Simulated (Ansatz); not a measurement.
# Ta: equation of state with HSE06

Ta:

```
Ta
1.0
     2.90037    0.00000    0.00000
    -1.45019    2.51180    0.00000
     0.00000    0.00000    5.16627
Ta
2
Direct
  0.33333 0.66667 0.25000
  0.66667 0.33333 0.75000
```

This isn't the form of Ta at room conditions, which is bcc.

| Quantity | Value |
| --- | --- |
| Program | Ansatz 0.2.0 |
| Task | equation of state |
| Functional | HSE06 |
| Potentials or basis | Ansatz PAW |
| Cutoff | 420 eV |
| Density cutoff | 1680 eV |
| k mesh | 6 × 6 × 4 |
| Occupations | fermi-dirac, width 0.05 eV |
| Spin | no spin polarisation |

The equilibrium volume is 18.53 Å³/atom. The bulk modulus at fixed shape and positions is 192 GPa and the pressure derivative of the bulk modulus is 3.7.

Energy against volume, from the lowest point:
```
volume (Å³/atom)  energy (meV/atom)
          17.689              24.15
          18.066               6.95
          18.442               0.00
          18.819               2.49
          19.195              13.50
          19.571              32.27
          19.948              58.02
```

All runs of the series together: 78 s on 2 threads of AMD EPYC 7R13 Processor (Zen 3), with other jobs on the host.

Caveat: the k mesh is coarse (spacing up to 0.42 Å⁻¹), so the values aren't converged, least of all with exact exchange; the cell was scaled at fixed shape and fractional positions, which overstates the stiffness of a crystal with free parameters, most of all of layers and chains; the PAW data sets were made with another functional, which shifts forces and pressure a little. The run has no spin-orbit coupling, so splittings on Ta are missing.
